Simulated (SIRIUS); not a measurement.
Runs of SIRIUS 7.12.0 on SiO2. It takes space group I4/mmm (No. 139, tetragonal). Conventional cell: a = 8.944 Å, b = 8.944 Å, c = 5.224 Å, α = 90.00°, β = 90.00°, γ = 90.00°. Si (site symmetry m2m) has 4 O at 1.60 to 1.61 Å as nearest neighbours. O (site symmetry m2m) is surrounded by 2 Si at 1.61 Å. Around O (site symmetry 2/m) lie 2 Si at 1.60 Å. The cell comes from a database or a generator and needn't be the stable form of this composition.

```tsv
level	libxc names	gap on the mesh (eV)	pressure (GPa)	largest force (eV/Å)
RPBE	["XC_GGA_X_RPBE", "XC_GGA_C_PBE"]	(c)	4.0	0.22
LDA-PZ	["XC_LDA_X", "XC_LDA_C_PZ"]	5.25	1.8	0.13
LDA	["XC_LDA_X", "XC_LDA_C_PW"]	5.25	(a)	0.12
LDA-VWN	["XC_LDA_X", "XC_LDA_C_VWN"]	(b)	1.6	0.12
revPBE	["XC_GGA_X_PBE_R", "XC_GGA_C_PBE"]	5.70	3.9	0.21
```

Alike in all rows: task single point; potentials or basis PseudoDojo 0.4.1 PBE standard (scalar relativistic); no spin polarisation; cell as given; k mesh 3 × 3 × 3; cutoff (eV) 1152; smearing fermi-dirac 0.05 eV; the mesh is coarse, so values aren't converged.

Estimate the missing entries.

(a) 1.7; (b) 5.26; (c) 5.55.

Caveats: all runs use coarse meshes; the potentials were made for another functional, which shifts forces and pressure.

Runs at the PBE level aren't shown here.
